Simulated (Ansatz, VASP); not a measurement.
**One calculation of GaAs, two programs**

Contents of POSCAR:

```
GaAs
1.0
    0.0000000000      2.8045835592      2.8045835592
    2.8045835592      0.0000000000      2.8045835592
    2.8045835592      2.8045835592      0.0000000000
Ga As
1 1
Direct
    0.0000000000      0.0000000000      0.0000000000
    0.2500000000      0.2500000000      0.2500000000
```

Contents of INCAR.step1:

```
SYSTEM = GaAs
PREC = Accurate
ENCUT = 520
ISMEAR = 0
SIGMA = 0.02
LREAL = .FALSE.
LASPH = .TRUE.
NELM = 60
NBANDS = 16
GGA = PE
ALGO = Normal
EDIFF = 1E-4
LWAVE = .TRUE.
LCHARG = .FALSE.
```

The input INCAR.step2:

```
SYSTEM = GaAs
PREC = Accurate
ENCUT = 520
EDIFF = 1E-6
ISMEAR = 0
SIGMA = 0.02
LREAL = .FALSE.
LASPH = .TRUE.
NELM = 60
ALGO = Normal
ISIF = 2
LWAVE = .FALSE.
LCHARG = .TRUE.
METAGGA = R2SCAN
LMIXTAU = .TRUE.
LELF = .TRUE.
LVHAR = .TRUE.
NBANDS = 16
ISTART = 1
```

KPOINTS

```
regular mesh
0
G
  8 8 8
  0 0 0
```

Input for Ansatz:

```yaml
crystal:
  lattice:
    - [0.0, 2.8045835592, 2.8045835592]
    - [2.8045835592, 0.0, 2.8045835592]
    - [2.8045835592, 2.8045835592, 0.0]
  atoms:
    - { symbol: Ga, position: [0.0, 0.0, 0.0] }
    - { symbol: As, position: [0.25, 0.25, 0.25] }
basis:
  ecutwfc: 500
kpoints:
  mp_grid: { grid: [8, 8, 8] }
hamiltonian:
  xc: r2scan
scf:
  occupations: { method: gaussian, width: 0.02 }
output:
  forces: true
  stress: true
  eigenvalues: true
```

Alike in both runs: task single point; functional r2SCAN; k mesh 8 × 8 × 8; occupations gaussian, width 0.02 eV; no spin polarisation.

```csv
,VASP,Ansatz
version,VASP 6.6.1,Ansatz 0.2.0
potentials or method,"VASP PAW PBE potentials, release 64 (Ga_d, As)","scalar-relativistic, plane waves, PAW"
plane-wave cutoff (eV),520,500
valence electrons in the cell,18,28
```

|  | VASP | Ansatz | Ansatz less VASP |
| --- | --- | --- | --- |
| gap on the k mesh at the Fermi level (eV) | 1.19 | 1.21 | +0.020 |
| least direct gap on the mesh (eV) | 1.19 | 1.21 | +0.020 |
| pressure (GPa) | 2.5 | 2.4 | -0.12 |

The two sets of potentials don't hold the same shells in valence.

Caveats: the PAW data sets were made with another functional, which shifts forces and pressure a little (VASP). A k mesh can miss the band edges. r2SCAN opens gaps a little over a GGA but as a rule still falls short of measured ones.
